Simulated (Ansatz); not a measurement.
The following input was run with Ansatz 0.2.0.

```yaml
crystal:
  lattice:
    - [3.808469329, 0.0, 0.0]
    - [-1.9042346645, 3.2982311884, 0.0]
    - [0.0, 0.0, 31.13634549]
  atoms:
    - { symbol: Zn, position: [0.0, 0.0, 0.59998367] }
    - { symbol: Zn, position: [0.66666667, 0.33333333, 0.20007803] }
    - { symbol: Zn, position: [0.66666667, 0.33333333, 0.80001493] }
    - { symbol: Zn, position: [0.33333333, 0.66666667, 0.69993051] }
    - { symbol: Zn, position: [0.0, 0.0, 0.30002277] }
    - { symbol: Zn, position: [0.0, 0.0, 1.36e-05] }
    - { symbol: Zn, position: [0.33333333, 0.66666667, 0.90004807] }
    - { symbol: Zn, position: [0.66666667, 0.33333333, 0.50004022] }
    - { symbol: Zn, position: [0.33333333, 0.66666667, 0.10008934] }
    - { symbol: Zn, position: [0.33333333, 0.66666667, 0.40000626] }
    - { symbol: S, position: [0.0, 0.0, 0.07506644] }
    - { symbol: S, position: [0.0, 0.0, 0.67493161] }
    - { symbol: S, position: [0.33333333, 0.66666667, 0.97490924] }
    - { symbol: S, position: [0.33333333, 0.66666667, 0.47497721] }
    - { symbol: S, position: [0.66666667, 0.33333333, 0.57497152] }
    - { symbol: S, position: [0.33333333, 0.66666667, 0.77485683] }
    - { symbol: S, position: [0.66666667, 0.33333333, 0.27501081] }
    - { symbol: S, position: [0.33333333, 0.66666667, 0.1750283] }
    - { symbol: S, position: [0.0, 0.0, 0.37498203] }
    - { symbol: S, position: [0.66666667, 0.33333333, 0.87503758] }
basis:
  ecutwfc: 420
kpoints:
  mp_grid: { grid: [6, 6, 1] }
hamiltonian:
  xc: pbe
scf:
  occupations: { method: gaussian, width: 0.1 }
output:
  forces: true
  stress: true
  eigenvalues: true
```

Launched with
```bash
ansatz run input.yaml --threads 4 --pin off --max-ram 10240MiB --backend cpu --events-out ev --progress --plain --runs-dir out
```

The calculation used DFT PBE, scalar-relativistic, plane waves, PAW (Ansatz 0.2.0).

Part of what the program printed, abridged:

```
Pseudopotentials: kind: paw
Pseudopotential: Zn, paw, valence charge 12, recommended cutoff 420 eV (normal)
Pseudopotential: S, paw, valence charge 6, recommended cutoff 420 eV (normal)
Functional definition: PBE
Crystal: 20 atoms, lattice volume = 391.110 Å³
Basis set: ecut = 420 eV, 7629 PW (Γ), exchange–correlation on 54×54×432 points (8 copies of the dense FFT grid, shifted against one another)
Bands: 110, of which v1, the nominal top of the filled ones, is band 90 counted from 1 (89 counted from 0)
Symmetry: 6 space group operations
Space group: P3m1 (ITA 156), of the structure as read, at distance tolerance 7.3e-5 Å
k-points: 7 of 36 (time reversal used)
Initial density: superposition of atomic densities (neutral atoms: chi_scale 0, normalization atom), corrected by the library's trained network
Initial wavefunctions: pseudopotential atomic-orbital guess
Functional: x = pbe(κ = 0.804, μ = 0.21951497), c = pbe(β = 0.06672455)
SCF iter   1: F=—  HF=-42227.228219 eV  |F-HF|=—  |Δ(HF+E_count)|=         —  Δρ=5.85e-4  dr2=2.15e-3  ethr=1.77e-3  ⟨swp⟩=11.4  Hψ=3686  notcnv=0
SCF iter   2: F=—  HF=-42227.232629 eV  |F-HF|=—  |Δ(HF+E_count)|=   4.41e-3  Δρ=5.44e-4  dr2=1.02e-3  ethr=1.20e-6  ⟨swp⟩=3.0  Hψ=1886  notcnv=0
SCF iter   3: F=—  HF=-42227.232788 eV  |F-HF|=—  |Δ(HF+E_count)|=   1.58e-4  Δρ=1.63e-4  dr2=1.48e-4  ethr=5.69e-7  ⟨swp⟩=2.0  Hψ=1237  notcnv=0
automatic band count: iteration 3 solves 104 bands in place of 110: the levels show a gap, and the empty bands left out lie too high to hold charge; the band table lists the bands solved (type scf.n_extra_bands for more)
SCF iter   4: F=—  HF=-42227.232819 eV  |F-HF|=—  |Δ(HF+E_count)|=   3.13e-5  Δρ=6.91e-5  dr2=1.99e-5  ethr=8.21e-8  ⟨swp⟩=2.0  Hψ=1301  notcnv=0
SCF iter   5: F=—  HF=-42227.232680 eV  |F-HF|=—  |Δ(HF+E_count)|=   1.39e-4  Δρ=2.58e-5  dr2=4.41e-6  ethr=1.11e-8  ⟨swp⟩=2.0  Hψ=1262  notcnv=0
SCF iter   6: F=—  HF=-42227.232682 eV  |F-HF|=—  |Δ(HF+E_count)|=   1.66e-6  Δρ=1.05e-5  dr2=6.55e-7  ethr=2.45e-9  ⟨swp⟩=2.4  Hψ=1146  notcnv=0
SCF iter   7: F=—  HF=-42227.232682 eV  |F-HF|=—  |Δ(HF+E_count)|=   3.74e-7  Δρ=1.02e-5  dr2=2.48e-7  ethr=3.64e-10  ⟨swp⟩=2.0  Hψ=1289  notcnv=0
SCF iter   8: F=-42227.232682 eV  HF=-42227.232682 eV  |F-HF|=1.52e-8  |Δ(HF+E_count)|=   1.30e-7  Δρ=1.67e-6  dr2=1.20e-8  ethr=5.56e-11  ⟨swp⟩=9.6  Hψ=3085  notcnv=0
SCF 1 converged in 8 iterations: F = -42227.232682 eV  dr2 = 1.20e-8
SCF converged after 8 iterations
Free energy (F): -42227.232682 eV
Harris-Foulkes:  -42227.232682 eV  (|F-HF|=1.52e-8)
Internal energy: -42227.232682 eV  (E = F + TS)
E sigma→0 (E₀):  -42227.232682 eV
Fermi energy:    6.987879 eV
--- Per-component energies (eV) ---
  E_band       = 66.322961
  E_kinetic    = 2386.157366
  E_local      = -20358.399397  (includes V_loc(G=0)·N_el)
  E_nonlocal   = 6426.585927
  E_hartree    = 8515.438910
  E_xc         = -2345.621259
  E_vxc        = -1397.691533  (∫ρ·V_xc dr)
  E_paw        = -24284.119946  (= ΣΔE_a)
  E_vpaw       = -4021.207823  (= ΣTr[D̂ρ^β])
  E_aug_tail   = -0.003669  (compensation charges beyond the density's cutoff)
  E_ewald      = -12567.270615
  E_smearing   =  0.000000  (= −TS)
--- Forces (eV/Å), atoms counted from 1 ---
  atom   1  Zn     0.00000000     0.00000000     0.00243752
  atom   2  Zn     0.00000000     0.00000000    -0.00471566
  atom   3  Zn     0.00000000     0.00000000    -0.00652108
  atom   4  Zn     0.00000000     0.00000000     0.00066661
  atom   5  Zn     0.00000000     0.00000000     0.00462109
  atom   6  Zn     0.00000000     0.00000000     0.00535488
  atom   7  Zn     0.00000000     0.00000000    -0.00323392
  atom   8  Zn     0.00000000     0.00000000    -0.00657963
  atom   9  Zn     0.00000000     0.00000000     0.00933874
  atom  10  Zn     0.00000000     0.00000000     0.00537118
  atom  11  S      0.00000000     0.00000000     0.00106284
  atom  12  S      0.00000000     0.00000000    -0.00394234
  atom  13  S      0.00000000     0.00000000     0.00040096
  atom  14  S      0.00000000     0.00000000    -0.00100713
  atom  15  S      0.00000000     0.00000000    -0.00064424
  atom  16  S      0.00000000     0.00000000    -0.00211563
  atom  17  S      0.00000000     0.00000000    -0.00024306
  atom  18  S      0.00000000     0.00000000    -0.00025791
  atom  19  S      0.00000000     0.00000000    -0.00211714
  atom  20  S      0.00000000     0.00000000     0.00213646
--- Stress (GPa, compression-positive) ---
        2.318291       0.000000       0.000000
        0.000000       2.318291       0.000000
        0.000000       0.000000       2.261402
  P = ⅓ Tr σ = 2.2993 GPa (22.993 kbar)
--- Band table (eV; the first three rows and the last of 7) ---
  k-point 0: bands = ["-7.3042", "-7.2275", "-7.2266", "-7.0162", "-7.0134", "-6.7278", "-6.7249", "-6.4669", "-6.4658", "-6.3591", "-0.4741", "-0.4688", "-0.4671", "-0.4671", "-0.4629", "-0.4571", "-0.4534", "-0.4534", "-0.4499", "-0.4467", "-0.4467", "-0.4245", "-0.4245", "-0.4152", "-0.4152", "-0.3872", "-0.3872", "-0.3816", "-0.3816", "-0.3719", "-0.3668", "-0.3628", "-0.3628", "-0.3598", "-0.3598", "-0.3503", "-0.3503", "-0.1311", "-0.1293", "0.0270", "0.0270", "0.0338", "0.0338", "0.0364", "0.0364", "0.0415", "0.0415", "0.0435", "0.0435", "0.0490", "0.0490", "0.0564", "0.0564", "0.0672", "0.0672", "0.0715", "0.0715", "0.0818", "0.0818", "0.2458", "0.5487", "1.2525", "1.2543", "2.3881", ...
  k-point 1: bands = ["-7.1194", "-7.0491", "-7.0464", "-6.8545", "-6.8491", "-6.5917", "-6.5855", "-6.3569", "-6.3529", "-6.2596", "-0.5011", "-0.4869", "-0.4769", "-0.4649", "-0.4500", "-0.4324", "-0.4310", "-0.4277", "-0.4189", "-0.4127", "-0.4060", "-0.4059", "-0.3894", "-0.3860", "-0.3738", "-0.3680", "-0.3670", "-0.3630", "-0.3519", "-0.3471", "-0.3446", "-0.3277", "-0.3195", "-0.3147", "-0.3040", "-0.3001", "-0.2961", "-0.1425", "-0.1195", "-0.0034", "0.0056", "0.0167", "0.0175", "0.0194", "0.0230", "0.0332", "0.0361", "0.0374", "0.0492", "0.0503", "0.0599", "0.0602", "0.0656", "0.0768", "0.0793", "0.0805", "0.0906", "0.1167", "0.1197", "0.2956", "0.8174", "1.3999", "1.4050", "2.3913" ...
  k-point 2: bands = ["-6.6741", "-6.6332", "-6.6091", "-6.5013", "-6.4587", "-6.3214", "-6.2738", "-6.1594", "-6.1271", "-6.0823", "-0.5168", "-0.4949", "-0.4766", "-0.4524", "-0.4170", "-0.3897", "-0.3725", "-0.3700", "-0.3688", "-0.3600", "-0.3573", "-0.3479", "-0.3367", "-0.3238", "-0.3235", "-0.2953", "-0.2831", "-0.2728", "-0.2654", "-0.2483", "-0.2250", "-0.2233", "-0.2124", "-0.1894", "-0.1851", "-0.1809", "-0.1474", "-0.1175", "-0.0375", "-0.0257", "0.0107", "0.0215", "0.0333", "0.0376", "0.0413", "0.0440", "0.0504", "0.0552", "0.0686", "0.0696", "0.0723", "0.0864", "0.0950", "0.0996", "0.1004", "0.1097", "0.1228", "0.2429", "0.2505", "0.3837", "1.2128", "1.3524", "1.4264", "1.5277" ...
  k-point 6: bands = ["-6.1317", "-6.1269", "-6.1259", "-6.1229", "-6.1200", "-6.1188", "-6.1169", "-6.1137", "-6.1122", "-6.1053", "-0.3859", "-0.3813", "-0.3587", "-0.3577", "-0.3525", "-0.3438", "-0.3431", "-0.3374", "-0.3020", "-0.2762", "-0.2690", "-0.2588", "-0.2363", "-0.2334", "-0.2334", "-0.2275", "-0.2254", "-0.2152", "-0.2022", "-0.1971", "-0.0635", "-0.0473", "-0.0221", "-0.0218", "-0.0192", "-0.0170", "-0.0151", "-0.0141", "-0.0105", "-0.0089", "0.0159", "0.0231", "0.0340", "0.0369", "0.0386", "0.0463", "0.0482", "0.0525", "0.0602", "0.0611", "0.2904", "0.3267", "0.3271", "0.3350", "0.3404", "0.3455", "0.3473", "0.3533", "0.3571", "0.3774", "1.1420", "1.1877", "1.1901", "1.2086" ...
```

The run converged.

Time: 23 s on 4 threads of Intel(R) Xeon(R) Processor @ 2.50GHz (Skylake/Cascade Lake), on a shared host, peak memory 1.1 GiB.

The k mesh is coarse.